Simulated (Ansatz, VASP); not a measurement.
# B: VASP beside Ansatz

```
B
1.0
    -1.15419    1.15419    1.15419
     1.15419   -1.15419    1.15419
     1.15419    1.15419   -1.15419
B
1
Direct
  0.00000 0.00000 0.00000
```

Alike in both runs: functional PBE; k mesh 22 × 22 × 22; occupations fermi-dirac, width 0.1 eV; no spin polarisation.

Ansatz relaxed the structure, and its values are those at the end. VASP's run is a single point on that final structure, the one shown.

```csv
,VASP,Ansatz
version,VASP 6.6.1,Ansatz 0.2.0
potentials or method,"VASP PAW PBE potentials, release 64 (B)","PAW with Ansatz's default frozen-core files, scalar-relativistic"
plane-wave cutoff (eV),520,420
valence electrons in the cell,3,3
```

|  | VASP | Ansatz | Ansatz less VASP |
| --- | --- | --- | --- |
| pressure (GPa) | -0.1 | 0.0 | +0.12 |
